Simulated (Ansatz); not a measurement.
Crystal: SiO2.

```
CELL_PARAMETERS angstrom
0.00000 4.71626 7.36278
2.35958 0.00000 7.36278
2.35958 4.71626 0.00000
ATOMIC_POSITIONS crystal
Si 0.93677 0.93677 0.56323
Si 0.68677 0.68677 0.31323
Si 0.31323 0.31323 0.68677
Si 0.56323 0.56323 0.93677
O 0.06344 0.43656 0.06344
O 0.43656 0.06344 0.43656
O 0.81344 0.18656 0.81344
O 0.18656 0.81344 0.18656
O 0.12500 0.62500 0.62500
O 0.62500 0.62500 0.62500
O 0.62500 0.62500 0.12500
O 0.62500 0.12500 0.62500
```

The cell comes from a database or a generator and needn't be the stable form of this composition.

Base run:

```yaml
Program: Ansatz 0.2.0
Functional: LDA
Potentials_or_basis: Ansatz PAW
Cutoff: 420 eV
Density_cutoff: 1680 eV
k_mesh: 7 × 7 × 7
Occupations: fermi-dirac, width 0.05 eV
Spin: no spin polarisation
```

Its results: band gap on the k mesh 5.53 eV, direct; pressure -1.7 GPa; largest force 0.074 eV/Å.

After a change of settings the same cell gave: band gap on the k mesh 5.69 eV, direct; pressure 2.4 GPa; largest force 0.223 eV/Å. Which change was it?
A. functional from LDA to PBEsol
B. functional from LDA to r2SCAN; cutoff from 420 eV to 500 eV; density cutoff from 1680 eV to 2000 eV
C. k mesh from 7 × 7 × 7 to 6 × 6 × 6; occupations from fermi-dirac, width 0.05 eV to fixed; potential files from those of the base run to others of the same set

A.

PBEsol binds less tightly than LDA, so the same cell stands under more pressure.

Caveats: the PAW data sets come from PBE, with cores solved anew for the run's functional, which leaves a small shift of forces and pressure.

Not every run made on this cell is shown here.
